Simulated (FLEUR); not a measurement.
**FePt (Tetraferroplatinum) under changes of volume**

One of the cells (13.796 Å³/atom); the others are scaled copies at fixed shape and fractional positions:

```
Pt Fe
1.0
     2.72350    0.00000    0.00000
     0.00000    2.72350    0.00000
     0.00000    0.00000    3.72000
Pt Fe
1 1
Direct
  0.50000 0.50000 0.50000
  0.00000 0.00000 0.00000
```

| Property | Result |
| --- | --- |
| Program | FLEUR MaX-R8.1 (later development tree) |
| Functional | PBE |
| Potentials or basis | all-electron |
| Basis | FLAPW |
| Kmax | 4.95 1/bohr |
| k mesh | 10 × 10 × 7 |
| Occupations | fermi-dirac, width 0.05 eV |
| Spin | collinear spin, ferromagnetic start |
| Starting moments | [0.0, 3.0] μB |

| volume (Å³/atom) | energy over the lowest point (meV/atom) | moment (μB per cell) |
| --- | --- | --- |
| 12.969 | ? | ? |
| 13.245 | 30.35 | 3.22 |
| 13.521 | 12.02 | 3.25 |
| 13.796 | 2.25 | 3.28 |
| 14.072 | 0.00 | 3.32 |
| 14.348 | 4.38 | 3.36 |
| 14.624 | 14.67 | 3.40 |

Task: What does the run at 12.969 Å³/atom give?

Result: Energy over the lowest point 58.50 meV/atom; moment 3.20 μB per cell.

Worked out: A Birch-Murnaghan fit of order 3 (a polynomial in V^(-2/3)) to the other rows has its minimum at 14.02 Å³/atom with B0 = V·E''(V) = 201 GPa and B' = 5.3 at fixed shape and positions, which overstates the stiffness. It gives 58.36 meV/atom at 12.969 Å³/atom, against the run's 58.50. A straight line through the other rows of the moment, of slope 0.132 μB per Å³/atom, extrapolates to 3.18 μB, against the run's 3.20.

Energies are extrapolated to zero smearing.
